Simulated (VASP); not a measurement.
# InPd (Pm-3m) in VASP: notebook

One crystal, InPd, is run at these levels: r2SCAN; tasks: single point.

Program: VASP 6.6.1. These are calculated values, not measurements. Logs are shortened: lines on timing, memory, paths and dates and some standing lists are left out, and cuts for length are marked.

### 1 The structure

It takes space group Pm-3m (No. 221, cubic). Conventional cell: a = 3.272 Å, b = 3.272 Å, c = 3.272 Å, α = 90.00°, β = 90.00°, γ = 90.00°. In (site symmetry m-3m) has 8 Pd at 2.83 Å as nearest neighbours. Pd (site symmetry m-3m) is surrounded by 8 In at 2.83 Å.

The cell comes from a database or a generator and needn't be the stable form of this composition.

### 2 Single point, r2SCAN

File POSCAR:

```
InPd
1.0
    3.2718847800      0.0000000000      0.0000000000
    0.0000000000      3.2718847800      0.0000000000
    0.0000000000      0.0000000000      3.2718847800
In Pd
1 1
Direct
    0.0000000000      0.0000000000      0.0000000000
    0.5000000000      0.5000000000      0.5000000000
```

File INCAR.step1:

```
PREC     = Accurate       # precision mode
ENCUT    = 520            # plane-wave cutoff, eV
ISMEAR   = 0              # smearing method
SIGMA    = 0.15           # smearing width, eV
LREAL    = F              # projectors in reciprocal space
LASPH    = T              # aspherical terms in the spheres
NELM     = 100            # most SCF steps
NBANDS   = 18             # bands
GGA      = PE             # functional
ALGO     = Normal         # electronic algorithm
EDIFF    = 1E-4           # SCF threshold, eV
LWAVE    = T              # write WAVECAR
LCHARG   = F              # write CHGCAR
```

File INCAR.step2:

```
PREC     = Accurate       # precision mode
ENCUT    = 520            # plane-wave cutoff, eV
EDIFF    = 1E-7           # SCF threshold, eV
ISMEAR   = 0              # smearing method
SIGMA    = 0.15           # smearing width, eV
LREAL    = F              # projectors in reciprocal space
LASPH    = T              # aspherical terms in the spheres
NELM     = 100            # most SCF steps
ALGO     = Normal         # electronic algorithm
ISIF     = 2              # what is computed and relaxed
LWAVE    = F              # write WAVECAR
LCHARG   = T              # write CHGCAR
METAGGA  = R2SCAN         # meta-GGA
LMIXTAU  = T            
LELF     = T              # ELF
LVHAR    = T            
NBANDS   = 18             # bands
ISTART   = 1
```

File KPOINTS:

```
regular mesh
0
Gamma
  16 16 16
```

Potentials or basis: VASP PAW PBE potentials, release 64 (In_d, Pd).

Run with:

```console
> cat potpaw_PBE.64/In_d/POTCAR potpaw_PBE.64/Pd/POTCAR > POTCAR
> cp INCAR.step1 INCAR
> mpirun -np 1 vasp_std > vasp.out
> cp INCAR.step2 INCAR
> mpirun -np 1 vasp_std > vasp.out
```

OUTCAR:

```text
PREC = Accurate
   ENCUT = 520
   EDIFF = 1E-7
   ISMEAR = 0
   LREAL = F
   LASPH = T
   NELM = 100
   ISIF = 2
   METAGGA = R2SCAN
   ISTART = 1

 ion  position               nearest neighbor table
   1  0.000  0.000  0.000-   2 2.83   2 2.83   2 2.83   2 2.83   2 2.83   2 2.83   2 2.83   2 2.83

   2  0.500  0.500  0.500-   1 2.83   1 2.83   1 2.83   1 2.83   1 2.83   1 2.83   1 2.83   1 2.83

  LATTYP: Found a simple cubic cell.
 ALAT       =     3.2718847800

  Lattice vectors:

 A1 = (   3.2718847800,   0.0000000000,   0.0000000000)
 A2 = (   0.0000000000,   3.2718847800,   0.0000000000)
 A3 = (   0.0000000000,   0.0000000000,   3.2718847800)

Analysis of symmetry for initial positions (statically):
=====================================================================
 Subroutine PRICEL returns:
 Original cell was already a primitive cell.

 Routine SETGRP: Setting up the symmetry group for a
 simple cubic supercell.

 Subroutine GETGRP returns: Found 48 space group operations
 (whereof 48 operations were pure point group operations)
 out of a pool of 48 trial point group operations.

The static configuration has the point symmetry O_h .

Analysis of symmetry for dynamics (positions and initial velocities):
=====================================================================
 Subroutine PRICEL returns:
 Original cell was already a primitive cell.

 Routine SETGRP: Setting up the symmetry group for a
 simple cubic supercell.

 Subroutine GETGRP returns: Found 48 space group operations
 (whereof 48 operations were pure point group operations)
 out of a pool of 48 trial point group operations.

The dynamic configuration has the point symmetry O_h .

 Subroutine INISYM returns: Found 48 space group operations
 (whereof 48 operations are pure point group operations),
 and found     1 'primitive' translations

----------------------------------------------------------------------------------------

                                     Primitive cell

  volume of cell :      35.0263

  direct lattice vectors                    reciprocal lattice vectors
     3.271884780  0.000000000  0.000000000     0.305634234  0.000000000  0.000000000
     0.000000000  3.271884780  0.000000000     0.000000000  0.305634234  0.000000000
     0.000000000  0.000000000  3.271884780     0.000000000  0.000000000  0.305634234

  length of vectors
     3.271884780  3.271884780  3.271884780     0.305634234  0.305634234  0.305634234

  position of ions in fractional coordinates (direct lattice)
     0.000000000  0.000000000  0.000000000
     0.500000000  0.500000000  0.500000000

  ion indices of the primitive-cell ions
   primitive index   ion index
                 1           1
                 2           2

----------------------------------------------------------------------------------------

 KPOINTS: regular mesh

Automatic generation of k-mesh.
 Grid dimensions read from file:
 generate k-points for:   16   16   16

 Generating k-lattice:

  Cartesian coordinates                     Fractional coordinates (reciprocal lattice)
     0.019102140  0.000000000  0.000000000     0.062500000  0.000000000  0.000000000
     0.000000000  0.019102140  0.000000000     0.000000000  0.062500000  0.000000000
     0.000000000  0.000000000  0.019102140     0.000000000  0.000000000  0.062500000

  Length of vectors
     0.019102140  0.019102140  0.019102140

  Shift w.r.t. Gamma in fractional coordinates (k-lattice)
     0.000000000  0.000000000  0.000000000

 Subroutine IBZKPT returns following result:
 ===========================================

 Found    165 irreducible k-points:

 Following reciprocal coordinates:
            Coordinates               Weight
  0.000000  0.000000  0.000000      1.000000
  0.062500  0.000000  0.000000      6.000000
  0.125000  0.000000  0.000000      6.000000
  0.187500  0.000000  0.000000      6.000000
  0.250000  0.000000  0.000000      6.000000
  0.312500  0.000000  0.000000      6.000000
[... 16 lines left out ...]
  0.437500  0.125000  0.000000     24.000000
  0.500000  0.125000  0.000000     12.000000
 [... further k-points ...]
   k-points           NKPTS =    165   k-points in BZ     NKDIM =    165   number of bands    NBANDS=     18
   number of dos      NEDOS =    301   number of ions     NIONS =      2
   total plane-waves  NPLWV =  13824
   dimension x,y,z NGX =    24 NGY =   24 NGZ =   24
   dimension x,y,z NGXF=    48 NGYF=   48 NGZF=   48
   ions per type =               1   1
   NGX,Y,Z   is equivalent  to a cutoff of  12.19, 12.19, 12.19 a.u.
   NGXF,Y,Z  is equivalent  to a cutoff of  24.39, 24.39, 24.39 a.u.
 SYSTEM =  unknown system
   PREC   = accura    normal or accurate (medium, high low for compatibility)
   ISTART =      1    job   : 0-new  1-cont  2-samecut
   ICHARG =      0    charge: 1-file 2-atom 10-const
   ISPIN  =      1    spin polarized calculation?
   LNONCOLLINEAR =      F non collinear calculations
   LSORBIT =      F    spin-orbit coupling
   LASPH  =      T    aspherical Exc in radial PAW
   ENCUT  =  520.0 eV  38.22 Ry    6.18 a.u.   6.08  6.08  6.08*2*pi/ulx,y,z
   NELM   =    100;   NELMIN=  2; NELMDL=  0     # of ELM steps
   EDIFF  = 0.1E-06   stopping-criterion for ELM
   LREAL  =      F    real-space projection
   EDIFFG = 0.1E-05   stopping-criterion for IOM
   NSW    =      0    number of steps for IOM
   IBRION =     -1    ionic relax: 0-MD 1-quasi-New 2-CG
   NFREE  =      0    steps in history (QN), initial steepest desc. (CG)
   ISIF   =      2    stress and relaxation
   ISYM   =      2    0-nonsym 1-usesym 2-fastsym
   POTIM  = 0.5000    time-step for ionic-motion
   TEBEG  =    0.0;   TEEND  =   0.0 temperature during run
   PSTRESS=    0.0 pullay stress
   NELECT =      23.0000    total number of electrons
   NUPDOWN=      -1.0000    fix difference up-down
   EMIN   =  10.00;   EMAX   =-10.00  energy-range for DOS
   EFERMI =   0.00;   METHOD = LEGACY
   ISMEAR =     0;   SIGMA  =   0.15  broadening in eV -4-tet -1-fermi 0-gaus
   EFERMI_NEDOS =   21; number of points for ismear=-14 and -15
   IALGO  =     38    algorithm
   IMIX   =      4    mixing-type and parameters
     AMIX     =   0.40;   BMIX     =  1.00
     AMIX_MAG =   1.60;   BMIX_MAG =  1.00
  volume/ion in A,a.u.               =      17.51       118.18
  Fermi-wavevector in a.u.,A,eV,Ry     =   1.422938  2.688964 27.548447  2.024754
  Thomas-Fermi vector in A             =   2.543589
   LORBIT       =      0    0 simple, 1 ext, 2 COOP (PROOUT), +10 PAW based schemes
   METAGGA = R2SCAN    functional components
   LHFCALC =     F    Hartree Fock is set to
   AEXX    =    0.0000 exact exchange contribution
   IVDW    =     0    specifies the selected vdW correction
   LEPSILON=     F    determine dielectric tensor
   LRPA    =     F    only Hartree local field effects (RPA)
 non-spin polarized calculation
 Gauss-broadening in eV      SIGMA  =   0.15
  energy-cutoff  :      520.00
  volume of cell :       35.03
 maximum number of plane-waves:       968
   NGX = 13   NGY = 13   NGZ = 13

 number of electron      22.9999997 magnetization

 Free energy of the ion-electron system (eV)
  ---------------------------------------------------
  ext. energy  EPLUGINS =         0.00000000
  ---------------------------------------------------
  free energy    TOTEN  =       -46.64802018 eV

  energy without entropy =      -46.64115898  energy(sigma->0) =      -46.64458958

 E-fermi :  10.4764     XC(G=0): -13.2467

 val. band max:       10.4758153617   @ k =   0.5000   0.3750   0.3125
 cond. band min:      10.5110685301   @ k =   0.4375   0.3125   0.2500
 fundamental gap:      0.0352531684
 Fermi energy:        10.4763862367

 k-point     1 :       0.0000    0.0000    0.0000
  band No.  band energies     occupation
      1      -5.1587      2.00000
      2      -5.1587      2.00000
      3      -4.7343      2.00000
      4      -4.7343      2.00000
      5      -4.7343      2.00000
      6      -0.0478      2.00000
[... 10 lines left out ...]
     17      21.2916      0.00000
     18      27.1936      0.00000

 k-point     2 :       0.0625    0.0000    0.0000
  band No.  band energies     occupation
      1      -5.1564      2.00000
      2      -5.1447      2.00000
      3      -4.7385      2.00000
      4      -4.7385      2.00000
      5      -4.7330      2.00000
      6       0.0172      2.00000
[... 10 lines left out ...]
     17      21.6899      0.00000
     18      27.0348      0.00000

 k-point     3 :       0.1250    0.0000    0.0000
  band No.  band energies     occupation
      1      -5.1497      2.00000
      2      -5.1048      2.00000
      3      -4.7507      2.00000
      4      -4.7507      2.00000
      5      -4.7294      2.00000
      6       0.2118      2.00000
[... 10 lines left out ...]
     17      23.0008      0.00000
     18      26.6164      0.00000

 k-point     4 :       0.1875    0.0000    0.0000
  band No.  band energies     occupation
      1      -5.1398      2.00000
      2      -5.0453      2.00000
      3      -4.7688      2.00000
      4      -4.7688      2.00000
      5      -4.7241      2.00000
      6       0.5351      2.00000
[... 10 lines left out ...]
     17      24.7903      0.00000
     18      26.1325      0.00000

 k-point     5 :       0.2500    0.0000    0.0000
  band No.  band energies     occupation
      1      -5.1281      2.00000
      2      -4.9754      2.00000
      3      -4.7900      2.00000
      4      -4.7900      2.00000
      5      -4.7177      2.00000
      6       0.9846      2.00000
[... 10 lines left out ...]
     17      25.6862      0.00000
     18      26.0604      0.00000

 k-point     6 :       0.3125    0.0000    0.0000
  band No.  band energies     occupation
      1      -5.1164      2.00000
      2      -4.9057      2.00000
      3      -4.8111      2.00000
      4      -4.8111      2.00000
      5      -4.7114      2.00000
      6       1.5548      2.00000
[... 307 lines left out ...]
 k-point    21 :       0.3125    0.1250    0.0000
  band No.  band energies     occupation
      1      -5.0814      2.00000
      2      -4.8799      2.00000
      3      -4.8445      2.00000
      4      -4.8146      2.00000
      5      -4.7336      2.00000
      6       1.7843      2.00000
[... 10 lines left out ...]
     17      23.3560      0.00000
     18      25.0833      0.00000

 k-point    22 :       0.3750    0.1250    0.0000
  band No.  band energies     occupation
      1      -5.0720      2.00000
      2      -4.8661      2.00000
      3      -4.8333      2.00000
      4      -4.8208      2.00000
      5      -4.7307      2.00000
      6       2.4403      2.00000
[... 10 lines left out ...]
     17      23.4653      0.00000
     18      23.8308      0.00000

 k-point    23 :       0.4375    0.1250    0.0000
  band No.  band energies     occupation
      1      -5.0657      2.00000
      2      -4.8803      2.00000
      3      -4.8458      2.00000
      4      -4.7814      2.00000
      5      -4.7287      2.00000
      6       3.1582      2.00000
[... 10 lines left out ...]
     17      22.6548      0.00000
     18      23.5967      0.00000

 k-point    24 :       0.5000    0.1250    0.0000
  band No.  band energies     occupation
      1      -5.0635      2.00000
      2      -4.8853      2.00000
      3      -4.8501      2.00000
      4      -4.7675      2.00000
      5      -4.7280      2.00000
      6       3.6740      2.00000
[... 10 lines left out ...]
     17      21.9508      0.00000
     18      23.6534      0.00000

 [... further k-points ...]

------------------------ aborting loop because EDIFF is reached ----------------------------------------

  FORCE on cell =-STRESS in cart. coord.  units (eV):
  Direction    XX          YY          ZZ          XY          YZ          ZX
  --------------------------------------------------------------------------------------
  -------------------------------------------------------------------------------------
  Total       -0.0040727     -0.0040727     -0.0040727     -0.0000000     -0.0000000      0.0000000
  in kB       -0.1862946     -0.1862946     -0.1862946     -0.0000000     -0.0000000      0.0000000
  external PRESSURE =      -0.1862946 kB  Pullay stress =       0.0000000 kB

 VOLUME and BASIS-vectors are now :
 -----------------------------------------------------------------------------
  energy-cutoff  :      520.00
  volume of cell :       35.03
      direct lattice vectors                 reciprocal lattice vectors
     3.271884780  0.000000000  0.000000000     0.305634234  0.000000000  0.000000000
     0.000000000  3.271884780  0.000000000     0.000000000  0.305634234  0.000000000
     0.000000000  0.000000000  3.271884780     0.000000000  0.000000000  0.305634234

 POSITION                                       TOTAL-FORCE (eV/Angst)
 -----------------------------------------------------------------------------------
      0.00000      0.00000      0.00000         0.000000      0.000000      0.000000
      1.63594      1.63594      1.63594         0.000000      0.000000      0.000000
 -----------------------------------------------------------------------------------
    total drift:                                0.000000      0.000000     -0.000000

  FREE ENERGIE OF THE ION-ELECTRON SYSTEM (eV)
  ---------------------------------------------------
  free  energy   TOTEN  =       -46.6480201778 eV

  energy  without entropy=      -46.6411589807  energy(sigma->0) =      -46.64458958
```

Wall time 73 s (1 thread of Intel Xeon 6975P-C (Granite Rapids), shared host); peak memory 0.23 GiB.

What came out:

| Item | Value |
| --- | --- |
| Free energy | -46.6480 eV |
| Pressure | 0.0 GPa |
| Band gap on the k mesh | none (metal or under the smearing width) |

Levels at points of the mesh, in eV from the Fermi level:
| k point | band 9 | band 10 | band 11 | band 12 | band 13 | band 14 | band 15 | band 16 |
| --- | --- | --- | --- | --- | --- | --- | --- | --- |
| (0.00, 0.00, 0.00) | -2.46 | -2.46 | -2.46 | 4.44 | 4.44 | 4.44 | 10.05 | 10.82 |
| (0.50, 0.00, 0.00) | -3.48 | -3.48 | -2.53 | -1.25 | 10.03 | 10.03 | 10.12 | 11.14 |
| (0.50, 0.50, 0.00) | -2.89 | -2.50 | -2.50 | -1.88 | 1.56 | 2.55 | 10.03 | 11.87 |
| (0.50, 0.50, 0.50) | -1.84 | -1.84 | 0.17 | 3.89 | 3.89 | 3.89 | 4.51 | 4.51 |

Caveat: the PAW data sets were made with another functional, which shifts forces and pressure a little.

### 3 Single point, r2SCAN

POSCAR is that of step 2.

File INCAR.step1:

```
SYSTEM = InPd
ALGO     = Normal         ! electronic algorithm
EDIFF    = 1E-4           ! SCF threshold, eV
ENCUT    = 520            ! plane-wave cutoff, eV
GGA      = PE             ! functional
ISMEAR   = 0              ! smearing method
LASPH    = .True.         ! aspherical terms in the spheres
LCHARG   = .False.        ! write CHGCAR
LREAL    = .False.        ! projectors in reciprocal space
LWAVE    = .True.         ! write WAVECAR
NBANDS   = 18             ! bands
NELM     = 100            ! most SCF steps
PREC     = Accurate       ! precision mode
SIGMA    = 0.15           ! smearing width, eV
```

File INCAR.step2:

```
SYSTEM = InPd
ALGO     = Normal         ! electronic algorithm
EDIFF    = 1E-6           ! SCF threshold, eV
ENCUT    = 520            ! plane-wave cutoff, eV
ISIF     = 2              ! what is computed and relaxed
ISMEAR   = 0              ! smearing method
ISTART   = 1            
LASPH    = .True.         ! aspherical terms in the spheres
LCHARG   = .False.        ! write CHGCAR
LMIXTAU  = .True.       
LREAL    = .False.        ! projectors in reciprocal space
LWAVE    = .False.        ! write WAVECAR
METAGGA  = R2SCAN         ! meta-GGA
NBANDS   = 18             ! bands
NELM     = 100            ! most SCF steps
PREC     = Accurate       ! precision mode
SIGMA    = 0.15           ! smearing width, eV
```

File KPOINTS:

```
k-points
0
Gamma
  14 14 14
  0 0 0
```

Potentials or basis: VASP PAW PBE potentials, release 64 (In_d, Pd).

Run with:

```console
> cat potpaw_PBE.64/In_d/POTCAR potpaw_PBE.64/Pd/POTCAR > POTCAR
> cp INCAR.step1 INCAR
> mpirun -np 1 vasp_std > vasp.out
> cp INCAR.step2 INCAR
> mpirun -np 1 vasp_std > vasp.out
```

It took 54 s on 1 thread of Intel Xeon 6975P-C (Granite Rapids), shared host; peak memory 0.21 GiB.

It converged, with:

| Property | Result |
| --- | --- |
| Free energy | -46.6477 eV |
| Pressure | -0.1 GPa |
| Band gap on the k mesh | none (metal or under the smearing width) |

Levels at points of the mesh, in eV from the Fermi level:
```tsv
k point	band 8	band 9	band 10	band 11	band 12	band 13	band 14	band 15	band 16	band 17
(0.00, 0.00, 0.00)	-4.10	-2.48	-2.48	-2.48	4.42	4.42	4.42	10.03	10.80	10.80
(0.50, 0.00, 0.00)	-4.07	-3.50	-3.50	-2.55	-1.27	10.01	10.01	10.10	11.12	11.12
(0.50, 0.50, 0.00)	-2.91	-2.91	-2.52	-2.52	-1.90	1.54	2.53	10.01	11.85	11.85
(0.50, 0.50, 0.50)	-5.19	-1.86	-1.86	0.15	3.87	3.87	3.87	4.49	4.49	4.49
```

Caveat: the PAW data sets were made with another functional, which shifts forces and pressure a little.

### 4 Single point, r2SCAN

POSCAR is that of step 3.

File INCAR.step1:

```
  PREC = Accurate
  ENCUT = 520
  ISMEAR = 0
  SIGMA = 0.15
  LREAL = F
  LASPH = T
  NELM = 100
  NBANDS = 18
  GGA = PE
  ALGO = Normal
  EDIFF = 1E-4
  LWAVE = T
  LCHARG = F
```

File INCAR.step2:

```
  PREC = Accurate
  ENCUT = 520
  EDIFF = 1E-6
  ISMEAR = 0
  SIGMA = 0.15
  LREAL = F
  LASPH = T
  NELM = 100
  ALGO = Normal
  ISIF = 2
  LWAVE = F
  LCHARG = F
  METAGGA = R2SCAN
  LMIXTAU = T
  NBANDS = 18
  ISTART = 1
```

File KPOINTS:

```
regular mesh
0
Gamma
  14 14 14
```

Run with:

```console
> cat potpaw_PBE.64/In_d/POTCAR potpaw_PBE.64/Pd/POTCAR > POTCAR
> cp INCAR.step1 INCAR
> mpirun -np 1 vasp_std > vasp.out
> cp INCAR.step2 INCAR
> mpirun -np 1 vasp_std > vasp.out
```

Run time: 54 s. Hardware: 1 thread of Intel Xeon 6975P-C (Granite Rapids), shared host; peak memory 0.2 GiB.

The run converged. Its results:

* Free energy: -46.6477 eV
* Pressure: -0.1 GPa
* Band gap on the k mesh: none (metal or under the smearing width)

Levels at points of the mesh, in eV from the Fermi level:
```csv
k point,band 8,band 9,band 10,band 11,band 12,band 13,band 14,band 15,band 16,band 17
"(0.00, 0.00, 0.00)",-4.10,-2.48,-2.48,-2.48,4.42,4.42,4.42,10.03,10.80,10.80
"(0.50, 0.00, 0.00)",-4.07,-3.50,-3.50,-2.55,-1.27,10.01,10.01,10.10,11.12,11.12
"(0.50, 0.50, 0.00)",-2.91,-2.91,-2.52,-2.52,-1.90,1.54,2.53,10.01,11.85,11.85
"(0.50, 0.50, 0.50)",-5.19,-1.86,-1.86,0.15,3.87,3.87,3.87,4.49,4.49,4.49
```

Caveat: the PAW data sets were made with another functional, which shifts forces and pressure a little.
